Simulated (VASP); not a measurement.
# BeS (F-43m) in VASP: a series of runs, part 2 of 2

VASP 6.6.1.

**6. Relaxation of cell and atoms, optB88-vdW**

File INCAR:

```
  AGGAC = 0.0
  ALGO = Normal
  EDIFF = 1E-6
  EDIFFG = -0.02
  ENCUT = 600
  GGA = BO
  IBRION = 2
  ISIF = 3
  ISMEAR = -1
  LASPH = T
  LCHARG = F
  LREAL = F
  LUSE_VDW = T
  LWAVE = F
  NELM = 100
  NSW = 40
  PARAM1 = 0.1833333333
  PARAM2 = 0.22
  PREC = Accurate
  SIGMA = 0.05
```

File KPOINTS:

```
k-points
0
Gamma
  9 9 9
```

File POSCAR:

```
BeS
1.0
    0.0000000000      2.4250000000      2.4250000000
    2.4250000000      0.0000000000      2.4250000000
    2.4250000000      2.4250000000      0.0000000000
S Be
1 1
Direct
    0.7500000000      0.7500000000      0.7500000000
    0.0000000000      0.0000000000      0.0000000000
```

Potentials or basis: VASP PAW PBE potentials, release 64 (S, Be).

On the command line:

```bash
$ cat potpaw_PBE.64/S/POTCAR potpaw_PBE.64/Be/POTCAR > POTCAR
$ mpirun -np 1 vasp_std > vasp.out
```

OUTCAR:

```text
EDIFF = 1E-6
   EDIFFG = -0.02
   ENCUT = 600
   GGA = BO
   IBRION = 2
   ISIF = 3
   ISMEAR = -1
   LASPH = T
   LREAL = F
   NELM = 100
   NSW = 40
   PREC = Accurate

 ion  position               nearest neighbor table
   1  0.750  0.750  0.750-   2 2.10   2 2.10   2 2.10   2 2.10
   2  0.000  0.000  0.000-   1 2.10   1 2.10   1 2.10   1 2.10

  LATTYP: Found a face centered cubic cell.
 ALAT       =     4.8500000000

  Lattice vectors:

 A1 = (   0.0000000000,   2.4250000000,   2.4250000000)
 A2 = (   2.4250000000,   0.0000000000,   2.4250000000)
 A3 = (   2.4250000000,   2.4250000000,   0.0000000000)

Analysis of symmetry for initial positions (statically):
=====================================================================
 Subroutine PRICEL returns:
 Original cell was already a primitive cell.

 Routine SETGRP: Setting up the symmetry group for a
 face centered cubic supercell.

 Subroutine GETGRP returns: Found 24 space group operations
 (whereof 24 operations were pure point group operations)
 out of a pool of 48 trial point group operations.

The static configuration has the point symmetry T_d .

Analysis of symmetry for dynamics (positions and initial velocities):
=====================================================================
 Subroutine PRICEL returns:
 Original cell was already a primitive cell.

 Routine SETGRP: Setting up the symmetry group for a
 face centered cubic supercell.

 Subroutine GETGRP returns: Found 24 space group operations
 (whereof 24 operations were pure point group operations)
 out of a pool of 48 trial point group operations.

The dynamic configuration has the point symmetry T_d .

 Subroutine INISYM returns: Found 24 space group operations
 (whereof 24 operations are pure point group operations),
 and found     1 'primitive' translations

----------------------------------------------------------------------------------------

                                     Primitive cell

  volume of cell :      28.5210

  direct lattice vectors                    reciprocal lattice vectors
     0.000000000  2.425000000  2.425000000    -0.206185567  0.206185567  0.206185567
     2.425000000  0.000000000  2.425000000     0.206185567 -0.206185567  0.206185567
     2.425000000  2.425000000  0.000000000     0.206185567  0.206185567 -0.206185567

  length of vectors
     3.429467889  3.429467889  3.429467889     0.357123878  0.357123878  0.357123878

  position of ions in fractional coordinates (direct lattice)
     0.750000000  0.750000000  0.750000000
     0.000000000  0.000000000  0.000000000

  ion indices of the primitive-cell ions
   primitive index   ion index
                 1           1
                 2           2

----------------------------------------------------------------------------------------

 KPOINTS: k-points

Automatic generation of k-mesh.
 Grid dimensions read from file:
 generate k-points for:    9    9    9

 Generating k-lattice:

  Cartesian coordinates                     Fractional coordinates (reciprocal lattice)
    -0.022909507  0.022909507  0.022909507     0.111111111  0.000000000  0.000000000
[... 44 lines left out ...]
   dimension x,y,z NGX =    28 NGY =   28 NGZ =   28
   dimension x,y,z NGXF=    56 NGYF=   56 NGZF=   56
   ions per type =               1   1
   NGX,Y,Z   is equivalent  to a cutoff of  13.57, 13.57, 13.57 a.u.
   NGXF,Y,Z  is equivalent  to a cutoff of  27.15, 27.15, 27.15 a.u.
 SYSTEM =  unknown system
   PREC   = accura    normal or accurate (medium, high low for compatibility)
   ISTART =      0    job   : 0-new  1-cont  2-samecut
   ICHARG =      2    charge: 1-file 2-atom 10-const
   ISPIN  =      1    spin polarized calculation?
   LNONCOLLINEAR =      F non collinear calculations
   LSORBIT =      F    spin-orbit coupling
   LASPH  =      T    aspherical Exc in radial PAW
   ENCUT  =  600.0 eV  44.10 Ry    6.64 a.u.   6.85  6.85  6.85*2*pi/ulx,y,z
   NELM   =    100;   NELMIN=  2; NELMDL= -5     # of ELM steps
   EDIFF  = 0.1E-05   stopping-criterion for ELM
   LREAL  =      F    real-space projection
   EDIFFG = -.2E-01   stopping-criterion for IOM
   NSW    =     40    number of steps for IOM
   IBRION =      2    ionic relax: 0-MD 1-quasi-New 2-CG
   NFREE  =      1    steps in history (QN), initial steepest desc. (CG)
   ISIF   =      3    stress and relaxation
   ISYM   =      2    0-nonsym 1-usesym 2-fastsym
   POTIM  = 0.5000    time-step for ionic-motion
   TEBEG  =    0.0;   TEEND  =   0.0 temperature during run
   PSTRESS=    0.0 pullay stress
   NELECT =       8.0000    total number of electrons
   NUPDOWN=      -1.0000    fix difference up-down
   EMIN   =  10.00;   EMAX   =-10.00  energy-range for DOS
   EFERMI =   0.00;   METHOD = LEGACY
   ISMEAR =    -1;   SIGMA  =   0.05  broadening in eV -4-tet -1-fermi 0-gaus
   EFERMI_NEDOS =   21; number of points for ismear=-14 and -15
   IALGO  =     38    algorithm
   IMIX   =      4    mixing-type and parameters
     AMIX     =   0.40;   BMIX     =  1.00
     AMIX_MAG =   1.60;   BMIX_MAG =  1.00
  volume/ion in A,a.u.               =      14.26        96.23
  Fermi-wavevector in a.u.,A,eV,Ry     =   1.071642  2.025110 15.625158  1.148417
  Thomas-Fermi vector in A             =   2.207388
   LORBIT       =      0    0 simple, 1 ext, 2 COOP (PROOUT), +10 PAW based schemes
   GGA     = BO    functional components
   LHFCALC =     F    Hartree Fock is set to
   AEXX    =    0.0000 exact exchange contribution
   IVDW_NL    =     1    kernel type
   BPARAM     = 6.3000
   IVDW    =     0    specifies the selected vdW correction
   LEPSILON=     F    determine dielectric tensor
   LRPA    =     F    only Hartree local field effects (RPA)
 conjugate gradient relaxation of ions
 non-spin polarized calculation
  energy-cutoff  :      600.00
  volume of cell :       28.52
 maximum number of plane-waves:       963
   NGX = 13   NGY = 13   NGZ = 13

--------------------------------------- Ionic step        1  -------------------------------------------

 number of electron       7.9999999 magnetization

 Free energy of the ion-electron system (eV)
  ---------------------------------------------------
  ext. energy  EPLUGINS =         0.00000000
  ---------------------------------------------------
  free energy    TOTEN  =        -8.14273564 eV

  energy without entropy =       -8.14273564  energy(sigma->0) =       -8.14273564

------------------------ aborting loop because EDIFF is reached ----------------------------------------

  FORCE on cell =-STRESS in cart. coord.  units (eV):
  Direction    XX          YY          ZZ          XY          YZ          ZX
  --------------------------------------------------------------------------------------
  -------------------------------------------------------------------------------------
  Total        0.2714064      0.2714064      0.2714064     -0.0000000     -0.0000000     -0.0000000
  in kB       15.2463370     15.2463370     15.2463370     -0.0000000     -0.0000000     -0.0000000
  external PRESSURE =      15.2463370 kB  Pullay stress =       0.0000000 kB
[... 63 lines left out ...]
--------------------------------------- Ionic step        3  -------------------------------------------

 number of electron       7.9999999 magnetization

 Free energy of the ion-electron system (eV)
  ---------------------------------------------------
  ext. energy  EPLUGINS =         0.00000000
  ---------------------------------------------------
  free energy    TOTEN  =        -8.14483708 eV

  energy without entropy =       -8.14483708  energy(sigma->0) =       -8.14483708

 E-fermi :   4.8404     XC(G=0):  -9.6631

 val. band max:        3.9114823303   @ k =   0.0000   0.0000   0.0000
 cond. band min:       7.2690719788   @ k =   0.4444   0.4444   0.0000
 fundamental gap:      3.3575896486
 Fermi energy:         4.8404415373

 k-point     1 :       0.0000    0.0000    0.0000
  band No.  band energies     occupation
      1      -9.6241      2.00000
      2       3.9115      2.00000
      3       3.9115      2.00000
      4       3.9115      2.00000
      5       9.6883      0.00000
      6       9.6883      0.00000
      7       9.6883      0.00000
      8       9.7712      0.00000
[... 243 lines left out ...]
 k-point    24 :       0.4444    0.4444    0.0000
  band No.  band energies     occupation
      1      -7.6414      2.00000
      2      -0.8236      2.00000
      3       1.4123      2.00000
      4       1.4123      2.00000
      5       7.2691      0.00000
      6       9.0195      0.00000
      7      16.2255      0.00000
      8      16.2255      0.00000

 [... further k-points ...]

------------------------ aborting loop because EDIFF is reached ----------------------------------------

  FORCE on cell =-STRESS in cart. coord.  units (eV):
  Direction    XX          YY          ZZ          XY          YZ          ZX
  --------------------------------------------------------------------------------------
  -------------------------------------------------------------------------------------
  Total       -0.0016597     -0.0016597     -0.0016597     -0.0000000     -0.0000000      0.0000000
  in kB       -0.0917963     -0.0917963     -0.0917963     -0.0000000     -0.0000000      0.0000000
  external PRESSURE =      -0.0917963 kB  Pullay stress =       0.0000000 kB
[... 21 lines left out ...]
  energy  without entropy=       -8.1448370808  energy(sigma->0) =       -8.14483708

Total vdW correction in eV:      0.9849340

 reached required accuracy - stopping structural energy minimisation
```

CONTCAR:

```text
BeS
   1.00000000000000
    -0.0000000000000000    2.4376150707830235    2.4376150707830235
     2.4376150707830235   -0.0000000000000000    2.4376150707830235
     2.4376150707830235    2.4376150707830235   -0.0000000000000000
  S               Be
     1     1
Direct
     0.7500000000000000    0.7500000000000000    0.7500000000000000
     0.0000000000000000    0.0000000000000000    0.0000000000000000

  0.00000000E+00  0.00000000E+00  0.00000000E+00
  0.00000000E+00  0.00000000E+00  0.00000000E+00
```

It took 54 s on 1 thread of Intel Xeon Platinum 8488C (Sapphire Rapids), shared host; peak memory 0.31 GiB.

Results:

```yaml
Free_energy: -8.1448 eV
Relaxed_volume: 14.48 Å³/atom
Relaxed_cell: a = 3.447 Å, b = 3.447 Å, c = 3.447 Å, α = 60.00°, β = 60.00°, γ = 60.00°
Space_group_after_relaxing_to_0.05_Å: F-43m (No. 216)
Energy_gained_by_relaxing: 1.1 meV/atom
Ionic_steps: 3
Pressure_after_relaxing: 0.0 GPa
Band_gap_on_the_k_mesh: 3.36 eV, indirect (least direct gap 5.78 eV)
```

The path:
| step | energy change (eV) | largest force (eV/Å) | pressure (GPa) | volume (Å³) |
| --- | --- | --- | --- | --- |
| 1 | 0.0000 | 0.0000 | 1.52 | 28.52 |
| 2 | -0.0020 | 0.0000 | -0.38 | 29.08 |
| 3 | -0.0021 | 0.0000 | -0.01 | 28.97 |

Final structure:
```yaml
crystal:
  lattice:
    - [0.00000, 2.43762, 2.43762]
    - [2.43762, 0.00000, 2.43762]
    - [2.43762, 2.43762, 0.00000]
  atoms:
    - { symbol: S, position: [0.75000, 0.75000, 0.75000] }
    - { symbol: Be, position: [0.00000, 0.00000, 0.00000] }
```

Caveat: the PAW data sets were made with another functional, which shifts forces and pressure a little; an odd mesh through Γ misses points on the zone boundary, where band edges often lie.

**7. The reference run**

An earlier run on the cell as given: functional PBEsol; potentials or basis VASP PAW PBE potentials, release 64 (S, Be); cutoff 520 eV; k mesh 9 × 9 × 9; occupations fermi-dirac, width 0.05 eV; no spin polarisation.

* Pressure: -0.6 GPa
* Band gap on the k mesh: 3.03 eV, indirect (least direct gap 5.61 eV)

**8. The runs side by side**

| task | level | cell | cutoff (eV) | ladder | gap on the mesh (eV) | pressure (GPa) | relaxed volume (Å³/atom) |
| --- | --- | --- | --- | --- | --- | --- | --- |
| relaxation of cell and atoms | AM05 | relaxed | 600 | - | 3.09 | 0.0 | - |
| relaxation of cell and atoms | PW91 | relaxed | 600 | - | 3.25 | 0.0 | 14.49 |
| relaxation of cell and atoms | r2SCAN | relaxed | 600 | - | 3.70 | 0.0 | 14.47 |
| relaxation of cell and atoms | SCAN | relaxed | 600 | - | 3.70 | -0.1 | 14.37 |
| relaxation of cell and atoms | optB88-vdW | relaxed | 600 | - | 3.36 | 0.0 | 14.48 |
| single point | PBEsol | as given | 520 | free | 3.03 | -0.6 | - |

Alike in all rows: potentials or basis VASP PAW PBE potentials, release 64 (S, Be); no spin polarisation; k mesh 9 × 9 × 9; smearing fermi-dirac 0.05 eV.

Caveats: the PAW data sets were made with another functional, which shifts forces and pressure a little; an odd mesh through Γ misses points on the zone boundary, where band edges often lie; the relaxation stopped at its first step, so nothing moved (some runs).

Total energies depend on the potentials used, so only differences within one code and one set of settings carry meaning.
